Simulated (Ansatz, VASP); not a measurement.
**One calculation of WS2, two programs**

Contents of INCAR:

```
PREC     = Accurate       # precision mode
ENCUT    = 520            # plane-wave cutoff, eV
EDIFF    = 1E-6           # SCF threshold, eV
ISMEAR   = -1             # smearing method
SIGMA    = 0.05           # smearing width, eV
LREAL    = F              # projectors in reciprocal space
LASPH    = T              # aspherical terms in the spheres
NELM     = 80             # most SCF steps
ALGO     = Normal         # electronic algorithm
ISIF     = 2              # what is computed and relaxed
LWAVE    = F              # write WAVECAR
LCHARG   = T              # write CHGCAR
GGA      = PE             # functional
LELF     = T              # ELF
LVHAR    = T            
NBANDS   = 20             # bands
```

File KPOINTS:

```
regular mesh
0
Gamma
  10 10 3
```

The input POSCAR:

```
WS2
1.0
    2.6088942750      0.0000000000      0.0000000000
    0.0000000000      2.6088942750      0.0000000000
    0.0000000000      0.0000000000      9.2953252259
W S
1 2
Direct
    0.5000000000      0.5000000000      0.5000000000
    0.5000000000      0.5000000000      0.7656600000
    0.5000000000      0.5000000000      0.2343400000
```

input.yaml

```yaml
crystal:
  lattice:
    - [2.608894275, 0.0, 0.0]
    - [0.0, 2.608894275, 0.0]
    - [0.0, 0.0, 9.2953252259]
  atoms:
    - { symbol: W, position: [0.5, 0.5, 0.5] }
    - { symbol: S, position: [0.5, 0.5, 0.76566] }
    - { symbol: S, position: [0.5, 0.5, 0.23434] }
kpoints:
  mp_grid: { grid: [10, 10, 3] }
scf:
  occupations: { method: fermi_dirac, width: 0.05 }
hamiltonian:
  xc: pbe
  pseudopotentials: { kind: all_electron, lapw: { basis_error: 0.001 } }
output:
  forces: true
  stress: true
  eigenvalues: true
```

Change from the starting cell: volume scaled by 1.02.

Alike in both runs: task single point; functional PBE; k mesh 10 × 10 × 3; occupations fermi-dirac, width 0.05 eV; no spin polarisation.

```csv
,VASP,Ansatz
version,VASP 6.6.1,Ansatz 0.2.0
potentials or method,"VASP PAW PBE potentials, release 64 (W_sv, S)","all-electron LAPW, scalar-relativistic"
plane-wave cutoff (eV),520,see its input
```

```tsv
	VASP	Ansatz	Ansatz less VASP
gap on the k mesh at the Fermi level (eV)	none	none	-
pressure (GPa)	-1.4	-1.5	-0.07
largest component of the traceless stress (GPa)	0.36	0.25	-0.108
rms of the force components (eV/Å)	0.063	0.064	+0.0005
```

Atom by atom the forces differ by 0.001 eV/Å (rms over components). A gap of «none» marks a metal or a gap that the smearing closes. Ansatz ran all-electron here, so the differences hold the error of VASP's frozen core and of both bases.

Caveats: this functional lacks dispersion, which binds the layers, so the pressure and a relaxed spacing across them are unreliable. The runs have no spin-orbit coupling, so splittings on W are missing.
